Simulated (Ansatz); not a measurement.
I in Ansatz: the effect of functional

I:

```
I
1.0
     2.53835   -3.70662    0.00000
     2.53835    3.70662    0.00000
    -1.62087    0.00000    2.38110
I
1
Direct
  0.50000 0.50000 0.50000
```

Alike in all runs:

```yaml
Program: Ansatz 0.2.0
Task: projected density of states
Potentials_or_basis: Ansatz PAW
k_mesh: 4 × 4 × 6
Occupations: fermi-dirac, width 0.05 eV
Spin: no spin polarisation
```

| functional | cutoff | pressure (GPa) |
| --- | --- | --- |
| LDA | 420 eV (not typed: the program's choice for these potentials) | ? |
| PBEsol | 420 eV (not typed: the program's choice for these potentials) | -0.5 |
| r2SCAN | 500 eV (not typed: the program's choice for these potentials) | 0.3 |
| HSE06 | 420 eV (not typed: the program's choice for these potentials) | 0.2 |
| PBE0 | 420 eV (not typed: the program's choice for these potentials) | 0.2 |
| r2SCAN0 | 500 eV (not typed: the program's choice for these potentials) | -0.2 |

**Question.** What does the run with functional LDA give?

**Answer.** Pressure -1.4 GPa.

Caveats: all runs use coarse meshes; the PAW data sets come from PBE, with cores solved anew for the run's functional, which leaves a small shift of forces and pressure; the density of states is complete only up to the lowest level of the last band computed; an odd number of electrons without spin polarisation forces a metal (some runs); a magnetic or distorted state may lie lower (some runs); the thresholds are loose for stress (some runs).
